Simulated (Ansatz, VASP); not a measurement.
MgH2 in VASP and in Ansatz

```
CELL_PARAMETERS angstrom
4.47669 0.00000 0.00000
0.00000 4.47669 0.00000
0.00000 0.00000 2.99254
ATOMIC_POSITIONS crystal
Mg 0.50000 0.50000 0.50000
Mg 0.00000 0.00000 0.00000
H 0.69557 0.69557 0.00000
H 0.80443 0.19557 0.50000
H 0.30443 0.30443 0.00000
H 0.19557 0.80443 0.50000
```

The cell is a database's computed one.

Alike in both runs: task single point; functional PBE; k mesh 4 × 4 × 6; occupations gaussian, width 0.1 eV; no spin polarisation.

|  | VASP | Ansatz |
| --- | --- | --- |
| version | VASP 6.6.1 | Ansatz 0.2.0 |
| potentials or method | VASP PAW PBE potentials, release 64 (Mg, H) | scalar-relativistic, plane waves, PAW |
| plane-wave cutoff (eV) | 520 | 420 |
| valence electrons in the cell | 8 | 24 |

Ansatz gave:

```
gap on the k mesh at the Fermi level (eV)       : 3.96
least direct gap on the mesh (eV)               : 4.78
pressure (GPa)                                  : 1.3
largest component of the traceless stress (GPa) : 0.18
rms of the force components (eV/Å)              : 0.003
```

Problem. Which values does VASP return?

Solution. gap on the k mesh at the Fermi level (eV): 3.95; least direct gap on the mesh (eV): 4.78; pressure (GPa): 1.0; largest component of the traceless stress (GPa): 0.13; rms of the force components (eV/Å): 0.003.

Atom by atom the forces differ by 0.000 eV/Å (rms over components). The two sets of potentials don't hold the same shells in valence.

A k mesh can miss the band edges. A hybrid or GW would open this gap; PBE tends to underestimate it.
